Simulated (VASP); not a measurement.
# Tc (P6_3/mmc) in VASP: further runs, part 2 of 2

VASP 6.6.1. Earlier steps stand in the parts before.

### 5 Single point, PBE

Input file INCAR:

```
SYSTEM = Tc
PREC     = Accurate       ! precision mode
ENCUT    = 450            ! plane-wave cutoff, eV
EDIFF    = 1E-6           ! SCF threshold, eV
ISMEAR   = 0              ! smearing method
SIGMA    = 0.02           ! smearing width, eV
LREAL    = .False.        ! projectors in reciprocal space
LASPH    = .True.         ! aspherical terms in the spheres
NELM     = 100            ! most SCF steps
ALGO     = Normal         ! electronic algorithm
ISIF     = 2              ! what is computed and relaxed
LWAVE    = .False.        ! write WAVECAR
LCHARG   = .False.        ! write CHGCAR
GGA      = PE             ! functional
ADDGRID  = .False.
```

Input file KPOINTS:

```
regular mesh
0
Gamma
  5 5 3
  0 0 0
```

Input file POSCAR:

```
Tc
1.0
    2.7400000000      0.0000000000      0.0000000000
   -1.3700000000      2.3729096064      0.0000000000
    0.0000000000      0.0000000000      4.3980000000
Tc
2
Direct
    0.6666666667      0.3333333333      0.7500000000
    0.3333333333      0.6666666667      0.2500000000
```

Potentials or basis: VASP PAW PBE potentials, release 64 (Tc_pv).

Launch:

```bash
$ cat potpaw_PBE.64/Tc_pv/POTCAR > POTCAR
$ mpirun -np 1 vasp_std > vasp.out
```

OUTCAR:

```text
SYSTEM = Tc
   PREC = Accurate
   ENCUT = 450
   EDIFF = 1E-6
   ISMEAR = 0
   LREAL = .False.
   LASPH = .True.
   NELM = 100
   ISIF = 2
   GGA = PE

 Found     10 irreducible k-points:

 Following reciprocal coordinates:
            Coordinates               Weight
  0.000000  0.000000  0.000000      1.000000
  0.200000 -0.000000  0.000000      6.000000
  0.400000 -0.000000  0.000000      6.000000
  0.200000  0.200000  0.000000      6.000000
  0.400000  0.200000  0.000000      6.000000
  0.000000  0.000000  0.333333      2.000000
   k-points           NKPTS =     10   k-points in BZ     NKDIM =     10   number of bands    NBANDS=     17
   number of dos      NEDOS =    301   number of ions     NIONS =      2
   total plane-waves  NPLWV =  12000
   dimension x,y,z NGX =    20 NGY =   20 NGZ =   30
   dimension x,y,z NGXF=    40 NGYF=   40 NGZF=   60
   ions per type =               2
   NGX,Y,Z   is equivalent  to a cutoff of  12.13, 12.13, 11.34 a.u.
   NGXF,Y,Z  is equivalent  to a cutoff of  24.27, 24.27, 22.68 a.u.
 SYSTEM =  Tc
   PREC   = accura    normal or accurate (medium, high low for compatibility)
   ISTART =      0    job   : 0-new  1-cont  2-samecut
   ICHARG =      2    charge: 1-file 2-atom 10-const
   ISPIN  =      1    spin polarized calculation?
   LNONCOLLINEAR =      F non collinear calculations
   LSORBIT =      F    spin-orbit coupling
   LASPH  =      T    aspherical Exc in radial PAW
   ENCUT  =  450.0 eV  33.07 Ry    5.75 a.u.   4.74  4.74  7.61*2*pi/ulx,y,z
   NELM   =    100;   NELMIN=  2; NELMDL= -5     # of ELM steps
   EDIFF  = 0.1E-05   stopping-criterion for ELM
   LREAL  =      F    real-space projection
   EDIFFG = 0.1E-04   stopping-criterion for IOM
   NSW    =      0    number of steps for IOM
   IBRION =     -1    ionic relax: 0-MD 1-quasi-New 2-CG
   NFREE  =      0    steps in history (QN), initial steepest desc. (CG)
   ISIF   =      2    stress and relaxation
   ISYM   =      2    0-nonsym 1-usesym 2-fastsym
   POTIM  = 0.5000    time-step for ionic-motion
   TEBEG  =    0.0;   TEEND  =   0.0 temperature during run
   PSTRESS=    0.0 pullay stress
   NELECT =      26.0000    total number of electrons
   NUPDOWN=      -1.0000    fix difference up-down
   EMIN   =  10.00;   EMAX   =-10.00  energy-range for DOS
   EFERMI =   0.00;   METHOD = LEGACY
   ISMEAR =     0;   SIGMA  =   0.02  broadening in eV -4-tet -1-fermi 0-gaus
   EFERMI_NEDOS =   21; number of points for ismear=-14 and -15
   IALGO  =     38    algorithm
   IMIX   =      4    mixing-type and parameters
     AMIX     =   0.40;   BMIX     =  1.00
     AMIX_MAG =   1.60;   BMIX_MAG =  1.00
  volume/ion in A,a.u.               =      14.30        96.48
  Fermi-wavevector in a.u.,A,eV,Ry     =   1.586002  2.997108 34.224109  2.515401
  Thomas-Fermi vector in A             =   2.685380
   LORBIT       =      0    0 simple, 1 ext, 2 COOP (PROOUT), +10 PAW based schemes
   GGA     = PE    functional components
   LHFCALC =     F    Hartree Fock is set to
   AEXX    =    0.0000 exact exchange contribution
   IVDW    =     0    specifies the selected vdW correction
   LEPSILON=     F    determine dielectric tensor
   LRPA    =     F    only Hartree local field effects (RPA)
 non-spin polarized calculation
 Gauss-broadening in eV      SIGMA  =   0.02
  energy-cutoff  :      450.00
  volume of cell :       28.59
 maximum number of plane-waves:       627
 NGX is ok and might be reduce to    20
   NGX =  9   NGY =  9   NGZ = 15

 number of electron      25.9999997 magnetization

 Free energy of the ion-electron system (eV)
  ---------------------------------------------------
  ext. energy  EPLUGINS =         0.00000000
  ---------------------------------------------------
  free energy    TOTEN  =       -20.82334006 eV

  energy without entropy =      -20.82249143  energy(sigma->0) =      -20.82291575

 E-fermi :  12.5134     XC(G=0): -13.8034

 val. band max:       12.5074812526   @ k =   0.2000  -0.0000   0.0000
 cond. band min:      12.5456935129   @ k =   0.0000   0.0000   0.0000
 fundamental gap:      0.0382122603
 Fermi energy:        12.5134270340

 k-point     1 :       0.0000    0.0000    0.0000
  band No.  band energies     occupation
      1     -26.7835      2.00000
      2     -25.6867      2.00000
      3     -25.6867      2.00000
      4     -25.5020      2.00000
      5     -25.5020      2.00000
      6     -25.4542      2.00000
      7       5.3443      2.00000
      8       7.2383      2.00000
      9      11.1047      2.00000
     10      11.1047      2.00000
     11      11.1745      2.00000
     12      11.8206      2.00000
     13      11.8206      2.00000
     14      12.5457      0.02251
     15      12.5457      0.02251
     16      14.3336      0.00000
     17      15.1961      0.00000

 k-point     2 :       0.2000   -0.0000    0.0000
  band No.  band energies     occupation
      1     -26.6305      2.00000
      2     -26.0167      2.00000
      3     -25.8341      2.00000
      4     -25.7904      2.00000
      5     -25.5509      2.00000
      6     -25.5234      2.00000
      7       6.6755      2.00000
      8       8.1056      2.00000
      9       9.9718      2.00000
     10      10.4535      2.00000
     11      11.2289      2.00000
     12      11.7789      2.00000
     13      12.3397      2.00000
     14      12.3671      2.00000
     15      12.5075      1.32583
     16      12.9626      0.00000
     17      15.6230      0.00000

 k-point     3 :       0.4000   -0.0000    0.0000
  band No.  band energies     occupation
      1     -26.5433      2.00000
      2     -26.3316      2.00000
      3     -26.2980      2.00000
      4     -25.9449      2.00000
      5     -25.7175      2.00000
      6     -25.6393      2.00000
      7       7.4595      2.00000
      8       8.0820      2.00000
      9       8.2379      2.00000
     10      10.8987      2.00000
     11      11.1998      2.00000
     12      11.6246      2.00000
     13      11.9191      2.00000
     14      15.0082      0.00000
     15      15.4099      0.00000
     16      15.9371      0.00000
     17      15.9466      0.00000

 k-point     4 :       0.2000    0.2000    0.0000
  band No.  band energies     occupation
      1     -26.3790      2.00000
      2     -26.2984      2.00000
      3     -26.2749      2.00000
      4     -25.9213      2.00000
      5     -25.7384      2.00000
      6     -25.6632      2.00000
      7       8.4715      2.00000
      8       8.7788      2.00000
      9       8.9200      2.00000
     10       9.1169      2.00000
     11      10.6321      2.00000
     12      11.4818      2.00000
     13      12.0116      2.00000
     14      13.2257      0.00000
     15      14.7310      0.00000
     16      15.5973      0.00000
     17      15.8628      0.00000

 k-point     5 :       0.4000    0.2000    0.0000
  band No.  band energies     occupation
      1     -26.5326      2.00000
      2     -26.3194      2.00000
      3     -26.1445      2.00000
      4     -26.1196      2.00000
      5     -25.8688      2.00000
      6     -25.8526      2.00000
      7       7.9466      2.00000
      8       8.3586      2.00000
      9       8.8814      2.00000
     10      10.5880      2.00000
     11      10.5886      2.00000
     12      11.2184      2.00000
     13      12.3357      2.00000
     14      14.9542      0.00000
     15      15.4844      0.00000
     16      15.5275      0.00000
     17      19.1347      0.00000

 k-point     6 :       0.0000    0.0000    0.3333
  band No.  band energies     occupation
      1     -26.4679      2.00000
      2     -25.8037      2.00000
      3     -25.6410      2.00000
      4     -25.6410      2.00000
      5     -25.5486      2.00000
      6     -25.5486      2.00000
      7       6.4411      2.00000
      8       7.4798      2.00000
      9      10.7087      2.00000
     10      10.8671      2.00000
     11      10.8671      2.00000
     12      11.2846      2.00000
     13      11.2846      2.00000
     14      11.8785      2.00000
     15      13.7219      0.00000
     16      13.7219      0.00000
     17      15.0488      0.00000

 [... further k-points ...]

------------------------ aborting loop because EDIFF is reached ----------------------------------------

  FORCE on cell =-STRESS in cart. coord.  units (eV):
  Direction    XX          YY          ZZ          XY          YZ          ZX
  --------------------------------------------------------------------------------------
  -------------------------------------------------------------------------------------
  Total        0.1209780      0.1209780      0.0324229      0.0000000      0.0000000      0.0000000
  in kB        6.7784465      6.7784465      1.8166698      0.0000000      0.0000000      0.0000000
  external PRESSURE =       5.1245210 kB  Pullay stress =       0.0000000 kB

 VOLUME and BASIS-vectors are now :
 -----------------------------------------------------------------------------
  energy-cutoff  :      450.00
  volume of cell :       28.59
      direct lattice vectors                 reciprocal lattice vectors
     2.740000000  0.000000000  0.000000000     0.364963504  0.210711777  0.000000000
    -1.370000000  2.372909606  0.000000000     0.000000000  0.421423554  0.000000000
     0.000000000  0.000000000  4.398000000     0.000000000  0.000000000  0.227376080

 POSITION                                       TOTAL-FORCE (eV/Angst)
 -----------------------------------------------------------------------------------
      1.37000      0.79097      3.29850         0.000000      0.000000      0.000000
     -0.00000      1.58194      1.09950        -0.000000     -0.000000      0.000000
 -----------------------------------------------------------------------------------
    total drift:                               -0.000000      0.000000     -0.000000

  FREE ENERGIE OF THE ION-ELECTRON SYSTEM (eV)
  ---------------------------------------------------
  free  energy   TOTEN  =       -20.8233400631 eV

  energy  without entropy=      -20.8224914315  energy(sigma->0) =      -20.82291575
```

It took 8 s on 1 thread of AMD EPYC 7R43 (Zen 3), shared host; peak memory 0.09 GiB.

These settings aren't checked as converged: the numbers below hold their error.

What came out:

```yaml
Free_energy: -20.8233 eV
Pressure: 0.5 GPa
Band_gap_on_the_k_mesh: none (metal or under the smearing width)
```

Caveat: the k mesh is coarse (spacing up to 0.53 Å⁻¹), so the values aren't converged.

### 6 Single point, PBE

INCAR: that of step 5 with these lines changed.

```diff
@@ -1,3 +1,3 @@
 SYSTEM = Tc
-PREC     = Accurate       ! precision mode
+PREC     = Low            ! precision mode
 ENCUT    = 450            ! plane-wave cutoff, eV
@@ -5,3 +5,3 @@
 ISMEAR   = 0              ! smearing method
-SIGMA    = 0.02           ! smearing width, eV
+SIGMA    = 0.1            ! smearing width, eV
 LREAL    = .False.        ! projectors in reciprocal space
```

KPOINTS is that of step 5.

POSCAR is that of step 5.

Potentials or basis: VASP PAW PBE potentials, release 64 (Tc_pv).

Launch:

```bash
$ cat potpaw_PBE.64/Tc_pv/POTCAR > POTCAR
$ mpirun -np 1 vasp_std > vasp.out
```

It took 5.7 s on 1 thread of AMD EPYC 7R43 (Zen 3), shared host; peak memory 0.07 GiB.

These settings aren't checked as converged: the numbers below hold their error.

Results:

```yaml
Free_energy: -20.8267 eV
Pressure: 0.5 GPa
Band_gap_on_the_k_mesh: none (metal or under the smearing width)
```

Caveat: the k mesh is coarse (spacing up to 0.53 Å⁻¹), so the values aren't converged.
